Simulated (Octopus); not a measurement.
# Pb (Fm-3m) in Octopus: equation of state, part 2 of 2

Octopus 16.4.

## Step 7: Equation of state, PBEsol, 28.50 Å³/atom (volume scaled by 0.94)

The input, inp:

```
CalculationMode = gs
UnitsOutput = eV_Angstrom
PeriodicDimensions = 3
ExperimentalFeatures = yes
PseudopotentialSet = pseudodojo_pbesol
%LatticeParameters
 1*angstrom | 1*angstrom | 1*angstrom
%
%LatticeVectors
 0 | 2.4244952108 | 2.4244952108
 2.4244952108 | 0 | 2.4244952108
 2.4244952108 | 2.4244952108 | 0
%
%ReducedCoordinates
 "Pb" | 0 | 0 | 0
%
%Spacing
 0.14907626*angstrom | 0.14907626*angstrom | 0.14907626*angstrom
%
DerivativesOrder = 8
%KPointsGrid
 9 | 9 | 9
%
KPointsUseSymmetries = yes
XCFunctional = gga_x_pbe_sol + gga_c_pbe_sol
SmearingFunction = fermi_dirac
Smearing = 0.05*eV
ExtraStates = 5
Eigensolver = chebyshev_filter
ConvRelDens = 3e-7
MaximumIter = 120
```

Potentials or basis: pseudodojo_pbesol (PseudoDojo 0.4, PBEsol).

On the command line:

```sh
$ OMP_NUM_THREADS=1 octopus > out.log
```

out.log:

```text
Running octopus

[... 13 lines left out ...]

Input: [AllElectronType = no]
Input: [PseudopotentialSet = pseudodojo_pbesol]
Reading Coordinates from ReducedCoordinates block

****************************** Species *******************************
  Species 'Pb'
    type             : pseudopotential
    file             : 'Pb.upf'
    file format      : UPF2
    valence charge   : 14.0
    atomic number    :  82
    form on file     : kleinman-bylander
    lmax             : 2
    llocal           : -1
    projectors per l : 2
    total projectors : 6
    application form : kleinman-bylander
    orbitals         :  9
    bound orbitals   :  9

**********************************************************************

***************************** Symmetries *****************************
Space group No.  225
International: Fm-3m
Schoenflies: Oh^5
Info: The system has    48 symmorphic symmetries that can be used.
  Index                Rotation matrix                      Fractional translations
    1 :     1   0   0     0   1   0     0   0   1      0.000000    0.000000    0.000000
    2 :    -1   0   0     0  -1   0     0   0  -1      0.000000    0.000000    0.000000
    3 :     1   0  -1     1   0   0     1  -1   0      0.000000    0.000000    0.000000
    4 :    -1   0   1    -1   0   0    -1   1   0      0.000000    0.000000    0.000000
    5 :     0   1  -1     1   0  -1     0   0  -1      0.000000    0.000000    0.000000
    6 :     0  -1   1    -1   0   1     0   0   1      0.000000    0.000000    0.000000
[... 40 lines left out ...]
   47 :     0   1  -1    -1   1   0     0   1   0      0.000000    0.000000    0.000000
   48 :     0  -1   1     1  -1   0     0  -1   0      0.000000    0.000000    0.000000
Info: The system also has     0 nonsymmorphic symmetries (not used for electrons).
**********************************************************************

Input: [CurvMethod = curv_affine]
Input: [DerivativesStencil = stencil_stargeneral]

****************************** Lattice *******************************
  Lattice Vectors [A]
    0.000000    2.424495    2.424495
    2.424495    0.000000    2.424495
    2.424495    2.424495    0.000000
  Cell volume =            28.5032 [A^3]
  Reciprocal-Lattice Vectors [A^-1]
   -1.295772    1.295772    1.295772
    1.295772   -1.295772    1.295772
    1.295772    1.295772   -1.295772
  Cell angles [degree]
    alpha =   60.000
    beta  =   60.000
    gamma =   60.000
**********************************************************************

Checking if the generated full k-point grid is symmetric

    35 k-points generated from parameters :
 ---------------------------------------------------
    n =    9    9    9

    s1  =  0.50  0.50  0.50

   index |      weight  |             coordinates              |
[... 148 lines left out ...]
   7   --    15.872904       2.000000
   8   --    15.872904       2.000000
   9   --    15.876465       2.000000
#k =       2, k = (  0.111111,  0.000000,  0.000000)
   1   --    -8.972268       2.000000
   2   --    -8.971839       2.000000
   3   --    -8.475523       2.000000
   4   --    -8.475384       2.000000
   5   --    -8.444297       2.000000
   6   --    -4.478799       2.000000
   7   --    16.096528       2.000000
   8   --    16.129209       2.000000
   9   --    16.132395       2.000000
[... 33 further k-points ...]
Fermi energy =    19.226616 eV
Generating random wavefunctions for states       10 and above
Orthogonalizing wavefunctions.
Info: Ground-state restart information will be written to 'restart/gs'.
Info: SCF using complex wavefunctions.
Info: Starting SCF iteration.

** Warning:
**   Symmetrization discrepancy ratio (scalar) =  2.53737E-02

*********************** SCF CYCLE ITER #    1 ************************
 etot  = -1.90575322E+03 abs_ev   =  1.17E+02 rel_ev   =  1.40E+00
 ediff =        7.00E+01 abs_dens =  2.71E-01 rel_dens =  1.93E-02
Matrix vector products: 875
Converged eigenvectors: 0

#  State  KPoint  Eigenvalue [eV]  Occupation    Error
      1      34       -9.563967    2.000000   ( 7.3E-04)
      1      35       -9.541565    2.000000   ( 2.0E-03)
      1      29       -9.519058    2.000000   ( 1.0E-03)
      1      26       -9.518285    2.000000   ( 2.4E-03)
      1      33       -9.502897    2.000000   ( 2.4E-03)
      1      30       -9.480766    2.000000   ( 1.2E-03)
      1      21       -9.465188    2.000000   ( 5.8E-04)
      1      14       -9.462511    2.000000   ( 1.2E-03)
[... 23 lines left out ...]
     12      30       25.164849    0.000000   ( 8.4E-02)
     12      14       25.201820    0.000000   ( 1.2E-01)
     12      10       25.828950    0.000000   ( 8.7E-02)
     12      29       27.114990    0.000000   ( 1.4E-01)
     12      33       27.152457    0.000000   ( 1.2E-01)
     12      35       27.988896    0.000000   ( 1.0E-01)
     12      34       28.548887    0.000000   ( 1.3E-01)
     12      26       28.813568    0.000000   ( 1.2E-01)

Density of states:

-%--------------------------------------------------------------------
-%--------------------------------------------------------------------
%%--------------------------------------------------------------------
%%--------------------------------------------------------------------
%%--------------------------------------------------------------------
%%--------------------------------------------------------------------
%%--------------------------------------------------------------------
%%--------------------------------------------------------------------
%%--------------------------------------------------------------------
%%--------------%-%-------%%--%-%%-%%%%---%-%--%%---%%-%-%-%----------
                              ^

Fermi energy =     7.243316 eV

**********************************************************************

*********************** SCF CYCLE ITER #    2 ************************
 etot  = -1.90878975E+03 abs_ev   =  1.92E+00 rel_ev   =  2.24E-02
 ediff =        1.12E-01 abs_dens =  3.65E-02 rel_dens =  2.61E-03
Matrix vector products: 875
Converged eigenvectors: 0
[... 115 lines left out ...]
*********************** SCF CYCLE ITER #   12 ************************
 etot  = -1.91212642E+03 abs_ev   =  6.17E-05 rel_ev   =  7.03E-07
 ediff =        3.25E-06 abs_dens =  6.08E-07 rel_dens =  4.34E-08
Matrix vector products: 875
Converged eigenvectors: 4

#  State  KPoint  Eigenvalue [eV]  Occupation    Error
      1      34       -9.919750    2.000000   ( 6.4E-08)
      1      35       -9.898003    2.000000   ( 8.9E-08)
      1      29       -9.876392    2.000000   ( 6.6E-08)
      1      26       -9.875910    2.000000   ( 6.5E-08)
      1      33       -9.860532    2.000000   ( 1.1E-07)
      1      30       -9.840034    2.000000   ( 5.0E-08)
      1      21       -9.824143    2.000000   ( 1.1E-07)
      1      14       -9.821935    2.000000   ( 6.8E-08)
[... 23 lines left out ...]
     12      14       23.799232    0.000000   ( 5.4E-02)
     12      33       24.125938    0.000000   ( 3.3E-02)
     12      30       24.464516    0.000000   ( 3.4E-02)
     12      10       24.747141    0.000000   ( 1.5E-02)
     12      29       25.556838    0.000000   ( 5.7E-02)
     12      35       26.384478    0.000000   ( 5.6E-02)
     12      26       26.548724    0.000000   ( 5.4E-02)
     12      34       27.061002    0.000000   ( 5.6E-02)

Density of states:

-%--------------------------------------------------------------------
-%--------------------------------------------------------------------
%%--------------------------------------------------------------------
%%--------------------------------------------------------------------
%%--------------------------------------------------------------------
%%--------------------------------------------------------------------
%%--------------------------------------------------------------------
%%--------------------------------------------------------------------
%%--------------------------------------------------------------------
%%---------------%-%------%-%%-%--%%%-%%%-%-%-%-%%%--%%%%-%-----------
                                ^

Fermi energy =     7.164142 eV

**********************************************************************

Info: SCF converged in   12 iterations

** Warning:
**   Some of the states are not fully converged!

Info: Number of matrix-vector products:      10500
Info: Finished writing information to 'restart/gs'.

Octopus emitted 16 warnings.
```

static/info:

```text
**

********************** Brillouin zone sampling ***********************
Dimensions of the k-point grid      =  9  9  9
Total number of k-points            = 729
Number of symmetry-reduced k-points = 35

[... 537 lines left out ...]
      abs_energy =  8.84565244E-05 ( 0.00000000E+00) [eV]
      rel_energy =  4.62608161E-08 ( 0.00000000E+00)
      abs_dens =  6.07600152E-07 ( 0.00000000E+00)
      rel_dens =  4.34000109E-08 ( 3.00000000E-07)
      abs_evsum =  6.16537656E-05 ( 0.00000000E+00) [eV]
      rel_evsum =  7.03120073E-07 ( 0.00000000E+00)

Forces on the ions [eV/A]
 Ion                        x              y              z
   1        Pb   0.00000000E+00   0.00000000E+00   0.00000000E+00
 ----------------------------------------------------------
 Max abs force   0.00000000E+00   0.00000000E+00   0.00000000E+00
   Total force   0.00000000E+00   0.00000000E+00   0.00000000E+00
```

Run time: 98 s. Hardware: 1 thread of Arm Neoverse V1, shared host; peak memory 0.42 GiB.

What came out:

* Free energy: -1912.1297 eV
* Band gap on the k mesh: none (metal or under the smearing width)

## Step 8: Equation of state, PBEsol, 32.14 Å³/atom (volume scaled by 1.06)

inp, as its differences from that of step 7:

```diff
@@ -9,5 +9,5 @@
 %LatticeVectors
- 0 | 2.4244952108 | 2.4244952108
- 2.4244952108 | 0 | 2.4244952108
- 2.4244952108 | 2.4244952108 | 0
+ 0 | 2.5235621278 | 2.5235621278
+ 2.5235621278 | 0 | 2.5235621278
+ 2.5235621278 | 2.5235621278 | 0
 %
@@ -17,3 +17,3 @@
 %Spacing
- 0.14907626*angstrom | 0.14907626*angstrom | 0.14907626*angstrom
+ 0.15516764*angstrom | 0.15516764*angstrom | 0.15516764*angstrom
 %
```

On the command line:

```sh
$ OMP_NUM_THREADS=1 octopus > out.log
```

Wall time 1.7 min (1 thread of Arm Neoverse V1, shared host); peak memory 0.41 GiB.

Results (log left out):

* Free energy: -1912.1532 eV
* Band gap on the k mesh: none (metal or under the smearing width)

## Step 9: Equation of state, PBEsol

Potentials or basis: pseudodojo_pbesol (PseudoDojo 0.4, PBEsol).

No new run: the results of the series are fitted here.

Results:

- Equilibrium volume: 31.03 Å³/atom (rough: see the caveat)
- Bulk modulus: 21 GPa (rough)

Energy against volume, from the lowest point:
| volume (Å³/atom) | energy (meV/atom) |
| --- | --- |
| 28.503 | 26.04 |
| 29.110 | 13.25 |
| 29.716 | 4.76 |
| 30.323 | 3.07 |
| 30.929 | 0.00 |
| 31.535 | 0.45 |
| 32.142 | 2.55 |

Caveat: the fit is doubtful: noisy points or a state that changes with volume; the number of grid points is fixed, so the spacing changes with the cell, which shifts volumes and moduli. The run has no spin-orbit coupling, so splittings on Pb are missing.
